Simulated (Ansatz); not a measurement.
Ansatz input

```yaml
crystal:
  lattice:
    - [2.7200861428, 0.0, 0.0]
    - [0.0, 2.7200861428, 0.0]
    - [0.0, 0.0, 2.7200861428]
  atoms:
    - { symbol: Nb, position: [0.0, 0.0, 0.0], spin: 1.0 }
hamiltonian:
  xc: pbe
  pseudopotentials:
    kind: paw
    azcp:
      Nb: "pseudopotentials/Nb.paw.azcp"
basis:
  ecutwfc: 420
  fft_grid_basis: typed
kpoints:
  mp_grid: { grid: [19, 19, 19], shift: [0, 0, 0] }
magnetization:
  spin_polarized: true
scf:
  occupations: { method: fermi_dirac, width: 0.05 }
```

Output

```
Engine: ansatz 0.2.0, x86_64-unknown-linux-gnu
Pseudopotentials: kind: paw
Pseudopotential: Nb, paw, valence charge 13, recommended cutoff 420 eV (normal) 
Functional definition: PBE
  parameter kappa = 0.804
  parameter beta = 0.06672455060314922
  exchange = pbe_x(kappa = kappa, mu = beta*pi^2/3)
  correlation = pbe_c(beta = beta)
Crystal: 1 atoms, lattice volume = 20.126 Å³
Basis set: ecut = 420 eV, 389 PW (Γ)
Bands: 11, of which v1, the nominal top of the filled ones, is band 7 counted from 1 (6 counted from 0)
Symmetry: 48 space group operations
Space group: Pm-3m (ITA 221), of the structure as read, at distance tolerance 2.7e-5 Å
Magnetic group: BNS 221.92 (UNI 1594), of the structure as read, at distance tolerance 2.7e-5 Å
k-points: 220 of 6859
Non-local potential: Nb, projectors of the file, l = 0: 3, l = 1: 2, l = 2: 2, l = 3: 1
PAW form: soft (Blöchl's): semilocal exchange-correlation on the pseudo side does not see the compensation charge
PAW one-centre angular grid: Nb, 590 points (default); XC on 64 Gauss nodes
Initial density: superposition of atomic densities (chi_scale 0.1, normalization cell)
Starting moments: Σ|m| = 1 μB on 1 of 1 site
Initial wavefunctions: pseudopotential atomic-orbital guess
Functional: x = pbe(κ = 0.804, μ = 0.2195149727645171), c = pbe(β = 0.06672455060314922)
SCF iter   1: F=—  HF=-4551.694837 eV  |F-HF|=—  |Δ(HF+E_count)|=         —  Δρ=5.24e-2 (↑5.24e-2 ↓2.69e-2)  dr2=8.80e-1  dr2_m=1.25e-1  M=0.226 μB ∫|m|=0.226 μB  β_m=0.30  ethr=3.10e-3  ⟨swp⟩=5.1  Hψ=27623  notcnv=0
Mixer restart at iter 1: flushing history
SCF iter   2: F=—  HF=-4551.485881 eV  |F-HF|=—  |Δ(HF+E_count)|=   2.09e-1  Δρ=3.86e-2 (↑3.86e-2 ↓2.07e-2)  dr2=4.84e-1  dr2_m=6.79e-2  M=0.188 μB ∫|m|=0.188 μB  β_m=0.65  ethr=3.10e-3  ⟨swp⟩=2.0  Hψ=10014  notcnv=0  defer=52
SCF iter   3: F=—  HF=-4551.294814 eV  |F-HF|=—  |Δ(HF+E_count)|=   1.91e-1  Δρ=2.93e-3 (↑2.59e-3 ↓2.93e-3)  dr2=1.69e-3  dr2_m=4.71e-4  M=0.048 μB ∫|m|=0.048 μB  β_m=0.77  ethr=3.10e-3  ⟨swp⟩=2.6  Hψ=9305  notcnv=0  defer=52
SCF iter   4: F=—  HF=-4551.299831 eV  |F-HF|=—  |Δ(HF+E_count)|=   5.02e-3  Δρ=8.79e-4 (↑8.79e-4 ↓8.68e-4)  dr2=4.88e-5  dr2_m=1.20e-4  M=0.022 μB ∫|m|=0.022 μB  β_m=0.87  ethr=1.30e-5  ⟨swp⟩=2.5  Hψ=10900  notcnv=0  defer=49
SCF iter   5: F=—  HF=-4551.300143 eV  |F-HF|=—  |Δ(HF+E_count)|=   3.12e-4  Δρ=3.51e-4 (↑3.12e-4 ↓3.51e-4)  dr2=4.04e-6  dr2_m=1.96e-5  M=0.009 μB ∫|m|=0.009 μB  β_m=0.94  ethr=3.75e-7  ⟨swp⟩=2.0  Hψ=7749  notcnv=0  defer=49
SCF iter   6: F=—  HF=-4551.300177 eV  |F-HF|=—  |Δ(HF+E_count)|=   3.31e-5  Δρ=9.33e-5 (↑9.33e-5 ↓5.68e-5)  dr2=4.88e-6  dr2_m=2.50e-7  M=0.001 μB ∫|m|=0.001 μB  β_m=0.91  ethr=3.11e-8  ⟨swp⟩=2.0  Hψ=7810  notcnv=0  defer=49
SCF iter   7: F=—  HF=-4551.300176 eV  |F-HF|=—  |Δ(HF+E_count)|=   3.43e-7  Δρ=1.47e-5 (↑1.47e-5 ↓1.32e-5)  dr2=1.11e-9  dr2_m=3.56e-8  M=0.000 μB ∫|m|=0.000 μB  β_m=0.96  ethr=3.11e-8  ⟨swp⟩=2.3  Hψ=7308  notcnv=0  defer=49
SCF iter   8: F=—  HF=-4551.300176 eV  |F-HF|=—  |Δ(HF+E_count)|=   4.07e-8  Δρ=1.32e-6 (↑8.56e-7 ↓1.32e-6)  dr2=1.30e-10  dr2_m=2.05e-10  M=0.000 μB ∫|m|=0.000 μB  β_m=0.98  ethr=8.52e-12  ⟨swp⟩=3.3  Hψ=9649  notcnv=0  defer=49
SCF iter   9: F=—  HF=-4551.300176 eV  |F-HF|=—  |Δ(HF+E_count)|=  4.84e-10  Δρ=2.14e-7 (↑2.14e-7 ↓1.11e-7)  dr2=1.56e-11  dr2_m=2.45e-12  M=-0.000 μB ∫|m|=0.000 μB  β_m=0.99  ethr=1.00e-12  ⟨swp⟩=2.0  Hψ=7800  notcnv=0  defer=49
SCF iter  10: F=-4551.300176 eV  HF=-4551.300176 eV  |F-HF|=0.00e0  |Δ(HF+E_count)|=  1.82e-12  Δρ=3.26e-8 (↑2.48e-8 ↓3.26e-8)  dr2=5.63e-13  dr2_m=6.17e-14  M=-0.000 μB ∫|m|=0.000 μB  ethr=1.00e-12  ⟨swp⟩=1.0  Hψ=11791  notcnv=0
SCF 1 converged in 10 iterations: F = -4551.300176 eV  dr2 = 5.63e-13
WARN: the starting moments were not kept: the SCF closed with an absolute magnetisation of 5.5e-7 μB, where they sum to 1 μB in size (1 site). That is at most 0.1 of that sum. Measured as dr2_m measures the in/out step, that magnetisation stands 3.8e-14 eV from none, at or under the dr2_threshold of 1.0e-7 eV: it is no larger than a step whose dr2_m would equal this threshold. The system may hold no moment; this SCF shows only that its start led to no more than that. To try another start: raise the starting moments (crystal.atoms[].spin, magnetization.per_species, magnetization.initial_magnetization, or on a non-collinear deck that types none of these the spinor_matrix: blocks that start its atoms; where the total moment is fixed, keep their sum and leave initial_magnetization as it is; typed ones take the place of any that the run laid by itself, positive ones on a crystal's lanthanoids without a Hubbard term where scf.initial_density.shell_occupations: [] is typed) or, if the notice of its spin-set hold's release reads "site moments contracting" or "site moments show no strong build", lengthen the hold (scf.mixing.spin_hold: { on: { confirm: 4 } }; for m-r²SCAN on two components see the key's manual first). Each may lead to a state that holds a moment. A second SCF, from the converged charge density, with the starting moments and any scf.initial_density.shell_occupations laid on it anew, would have followed, and was not run: the deck does not ask for one (magnetization.retry_lost_moments is false, the default). To let it run, set magnetization.retry_lost_moments: true and run the deck again, where that key's refused combinations let it; where memory then withholds it, that run's warning says so.
SCF converged after 10 iterations
Magnetization: -0.0000 μB (6.5000 up, 6.5000 down)
Absolute magnetization: 0.0000 μB (∫|ρ↑−ρ↓|, with the PAW one-centre terms)
Spin contamination: 0.0000 ħ² per cell (⟨S²⟩ above its minimum at these occupations)
Per-site moments (μB) at R_I (Å): [(-2.454450850375178e-7, 1.122035533905)]
Free energy (F): -4551.300176 eV
Harris-Foulkes:  -4551.300176 eV  (|F-HF|=0.00e0)
Internal energy: -4551.288282 eV  (E = F + TS)
E sigma→0 (E₀):  -4551.294229 eV
Entropy (-TS):   -0.011895 eV (-11.895 meV/atom)
Fermi energy:    15.705662 eV
--- Per-component energies (eV) ---
  E_band       = -96.718411
  E_kinetic    = 394.793648
  E_local      = -806.671133  (includes V_loc(G=0)·N_el)
  E_nonlocal   = 121.632019
  E_hartree    = 257.016314
  E_xc         = -174.940674
  E_vxc        = -212.168992  (∫ρ·V_xc dr)
  E_paw        = -3073.916535  (= ΣΔE_a)
  E_vpaw       = -108.336566  (= ΣTr[D̂ρ^β])
  E_aug_tail   = 0.000008  (compensation charges beyond the density's cutoff)
  E_ewald      = -1269.201928
  E_smearing   = -0.011895  (= −TS)
  E_closure    = 0.000000  (closes the sum)
  Σ components = -4551.300176   (vs F -4551.300176, Δ=0.00e0)
```
